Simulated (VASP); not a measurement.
The system is KBr.

```
CELL_PARAMETERS angstrom
4.04350 0.00000 0.00000
0.00000 4.04350 0.00000
0.00000 0.00000 4.04350
ATOMIC_POSITIONS crystal
Br 0.50000 0.50000 0.50000
K 0.00000 0.00000 0.00000
```

Measurements of this composition are mostly on another form, of space group No. 225.

Base run:

| Item | Value |
| --- | --- |
| Program | VASP 6.6.1 |
| Functional | PBE |
| Potentials or basis | VASP PAW PBE potentials, release 64 (Br, K_sv) |
| Cutoff | 520 eV |
| k mesh | 7 × 7 × 7 |
| Occupations | tetrahedron |
| Spin | no spin polarisation |

Its results: band gap on the k mesh 3.89 eV, indirect (least direct gap 4.12 eV); pressure 0.0 GPa.

The run is repeated on the same cell with these changes: functional from PBE to PBEsol. What comes out?

Band gap on the k mesh 3.73 eV, indirect (least direct gap 3.97 eV); pressure -1.2 GPa.

PBEsol binds more tightly than PBE, so the same cell stands under less pressure.

Caveats: an odd mesh through Γ misses points on the zone boundary, where band edges often lie; the PAW data sets were made with another functional, which shifts forces and pressure a little (some runs).
